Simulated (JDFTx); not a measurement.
Equation of state of CoO under RPBE

```
Co O
1.0
     0.00000    2.13150    2.13150
     2.13150    0.00000    2.13150
     2.13150    2.13150    0.00000
Co O
1 1
Direct
  0.00000 0.00000 0.00000
  0.50000 0.50000 0.50000
```

The cell was scaled at fixed shape and fractions and run with JDFTx, PseudoDojo-SR-PBE-0.5-standard with smoothed tails, cutoff 1306 eV; RPBE, k mesh 11 × 11 × 11 on the cell of 2 atoms, fermi-dirac occupations of 0.05 eV, collinear spin, ferromagnetic start, no spin-orbit coupling. The potentials were made for PBE. Energies are those that the program minimises, any entropy of the smearing included. For a metal such a mesh isn't converged to the digits shown. The magnetic state is the one that the start led to, which needn't be the lowest.

```csv
V (Å³/atom),energy over the lowest row (meV/atom)
9.1030,38.32
9.2967,21.15
9.4903,9.31
9.6840,2.40
9.8777,0.00
10.0714,?
10.2651,6.99
```

Task: Fit the third-order Birch-Murnaghan form, give V0, B0 and B′, and predict the energy left open.

Result: With y = (V0/V)^(2/3), E = E0 + (9 V0 B0/16) [(y - 1)³ B′ + (y - 1)² (6 - 4y)]. Least squares through the rows shown give V0 = 9.8935 Å³/atom, E0 = -0.03 meV, B0 = 170.9 GPa (1 eV/Å³ = 160.218 GPa) and B′ = 3.70, with a largest miss of 0.02 meV. At V = 10.0714 the form with these constants gives 1.63 meV; the run gave 1.66 meV an atom.
